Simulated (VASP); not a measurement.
# ZrC: relaxation of the cell, by functional

ZrC, P6_3/mmc (no. 194), 4 atoms in the cell.

| Functional | Volume (A^3) | Pressure left (GPa) | Ionic steps | SCF steps in all | Time (s) |
|---|---|---|---|---|---|
| SG4 | 50.712 | 0.05 | 6 | 61 | 87 |
| BLOC | 51.706 | 0.03 | 5 | 81 | 386 |
| TH-FL | 49.860 | 0.00 | 9 | 76 | 89 |
| tau-HCTH | 51.449 | 0.04 | 5 | 63 | 276 |
| B97-GGA1 | 50.924 | 0.00 | 8 | 75 | 95 |

## Input of the first row

INCAR:
```
PREC = Accurate
ENCUT = 600
EDIFF = 1E-7
ISMEAR = 0
SIGMA = 0.02
LREAL = False
LASPH = True
ALGO = Normal
NELM = 100
ISIF = 3
LWAVE = False
LCHARG = False
IBRION = 2
NSW = 40
EDIFFG = -0.01
GGA_COMPAT = False
GGA = LIBXC
LIBXC1 = GGA_X_SG4
LIBXC2 = GGA_C_SG4
```

KPOINTS:
```
k-points
0
Gamma
  8 8 4
```

POSCAR:
```
ZrC
1.0
    3.3914762718      0.0000000000      0.0000000000
   -1.6957381359      2.9371046077      0.0000000000
    0.0000000000      0.0000000000      5.2900530000
Zr C
2 2
Direct
    0.6666666667      0.3333333333      0.7500000000
    0.3333333333      0.6666666667      0.2500000000
    0.0000000000      0.0000000000      0.5000000000
    0.0000000000      0.0000000000      0.0000000000
```

Commands:
```
cat potpaw_PBE.64/Zr_sv/POTCAR potpaw_PBE.64/C/POTCAR > POTCAR
mpirun -np 1 vasp_std > vasp.out
```

Changes of the last row against the first:
```
- LIBXC1 = GGA_X_SG4
- LIBXC2 = GGA_C_SG4
+ LIBXC1 = GGA_XC_B97_GGA1
```

VASP 6.6.1 took 87 s on 1 core (Intel Xeon 6975P-C (Granite Rapids)), a shared host.
